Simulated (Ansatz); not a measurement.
## Uniaxial strain in HgTe

Cell: a COD entry, whose atoms a relaxation with PBE at fixed cell left in place.

```
Hg Te
1.0
     0.00000    3.22350    3.22350
     3.22350    0.00000    3.22350
     3.22350    3.22350    0.00000
Hg Te
1 1
Direct
  0.00000 0.00000 0.00000
  0.25000 0.25000 0.25000
```

Atom numbers follow the list; atoms alike are taken as one site, whose name carries the number of the first.

Method: Kohn–Sham DFT in Ansatz, PBE, plane waves and PAW, scalar-relativistic, 420 eV cutoff, Γ-centred 13×13×13 k-points, Fermi–Dirac smearing 0.05 eV.

The cell is stretched along z (the third Cartesian axis of the run's cell), x and y held, and the ions relax again each time. Tension counts as positive.

| strain along z (%) | stress along z (GPa) | stress along x (GPa) |
| --- | --- | --- |
| -3 | -6.0 | -5.7 |
| -2 | -5.3 | -5.1 |
| -1 | -4.7 | -4.6 |
| 0 | -4.1 | -4.1 |
| +1 | ? | ? |
| +2 | -2.9 | -3.1 |
| +3 | -2.3 | -2.7 |

Task: Estimate the row at +1 % from the others.

Result: stress along z (GPa): -3.5; stress along x (GPa): -3.6. Worked: parabolas through the other 6 rows give -3.5 and -3.6 GPa at +1 %. Their slopes at zero strain are 62 GPa (C₁₁) and 50 GPa (C₁₂). They hold at this cell, where the calculated pressure is 4.1 GPa, and with no gap in the run.

All values belong to this cell and structure model.
